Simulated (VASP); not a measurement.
The system is TaSi2.

```xyz
9
Lattice="4.7839 0.0000 0.0000 -2.3920 4.1430 0.0000 0.0000 0.0000 6.5700" Properties=species:S:1:pos:R:3 pbc="T T T"
Ta   -1.1960    2.0715    2.1900
Ta    1.1960    2.0715    4.3800
Ta    2.3920    0.0000    0.0000
Si    1.1407    0.6586    2.1900
Si   -1.2512    3.4844    4.3800
Si    2.3920    2.8258    0.0000
Si    1.2512    3.4844    2.1900
Si    3.6432    0.6586    4.3800
Si    0.0000    1.3172    0.0000
```

* Program: VASP 6.6.1
* Task: single point
* Functional: PBE
* Potentials or basis: VASP PAW PBE potentials, release 64 (Ta_pv, Si)
* Cutoff: 520 eV
* k mesh: 7 × 7 × 4
* Occupations: fermi-dirac, width 0.05 eV
* Spin: no spin polarisation

On this cell: pressure 2.6 GPa; largest force 0.025 eV/Å; band gap on the k mesh none (metal or under the smearing width).

The same run follows on a disturbed copy (atoms moved at random, drawn with an rms of 0.05 Å):

```
CELL_PARAMETERS angstrom
4.78390 0.00000 0.00000
-2.39195 4.14298 0.00000
0.00000 0.00000 6.57000
ATOMIC_POSITIONS crystal
Ta 0.00662 0.50555 0.33287
Ta 0.49832 0.50167 0.66792
Ta 0.50963 0.00957 0.99623
Si 0.31157 0.16488 0.32974
Si 0.16151 0.84620 0.65976
Si 0.83906 0.68458 0.99975
Si 0.67424 0.84471 0.33292
Si 0.83581 0.14758 0.66616
Si 0.16949 0.32025 0.99783
```

Problem. What changes?

Solution. The energy (extrapolated to zero smearing) moves by +10.0 meV/atom; pressure 2.9 GPa; largest force 0.751 eV/Å; band gap on the k mesh none (metal or under the smearing width).

Forces on the atoms (eV/Å):
```
Ta  -0.463 -0.274 -0.194
Ta   0.280  0.005 -0.550
Ta  -0.490 -0.410  0.362
Si   0.435 -0.072  0.043
Si   0.038 -0.113  0.484
Si   0.388  0.074  0.020
Si   0.277 -0.030 -0.037
Si   0.078  0.695 -0.272
Si  -0.543  0.124  0.144
```

Stress tensor (GPa, compression positive):
```
 2.42 -0.20 -0.30
-0.20  2.54 -0.10
-0.30 -0.10  3.66
```
